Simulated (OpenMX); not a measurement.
MgI2:

```xyz
3
Lattice="4.1400 0.0000 0.0000 -2.0700 3.5853 0.0000 0.0000 0.0000 6.8800" Properties=species:S:1:pos:R:3 pbc="T T T"
I     2.0700    1.1951    5.1600
I     0.0000    2.3902    1.7200
Mg    0.0000    0.0000    0.0000
```

Base run:

```yaml
Program: OpenMX 3.8.5
Functional: PBE
Potentials_or_basis: OpenMX 2013 PBE set, I7.0-s3p2d2f1, Mg7.0-s3p2d1, grid cutoff 500 Ry
k_mesh: 5 × 5 × 3
Occupations: fermi-dirac, width 0.05 eV
Spin: non-collinear spin, zero start
Starting_moments: "[[0.0, 0.0, 0.0], [0.0, 0.0, 0.0], [0.0, 0.0, 0.0]] μB"
```

Its results: band gap on the k mesh 3.45 eV, indirect (least direct gap 3.65 eV); net moment 0.00 μB per cell; largest force 0.136 eV/Å.

**Question.** The run is repeated on the same cell with these changes: spin from non-collinear spin, zero start to non-collinear spin, zero start, spin-orbit coupling. What comes out?

**Answer.** Band gap on the k mesh 3.08 eV, indirect (least direct gap 3.27 eV); net moment 0.00 μB per cell; largest force 0.116 eV/Å.

Spin-orbit coupling splits the band edges, which narrows the gap.

Caveats: the cell's inner coordinates are idealised or old, which leaves forces on the atoms; the basis of atomic orbitals isn't converged, which shifts pressures, moduli and gaps; spin-orbit coupling is left out, which moves the levels of the heavy elements (some runs); total energies with and without spin-orbit coupling shouldn't be compared in this program (some runs).

A k mesh can miss the band edges.

Not every run made on this cell is shown here.
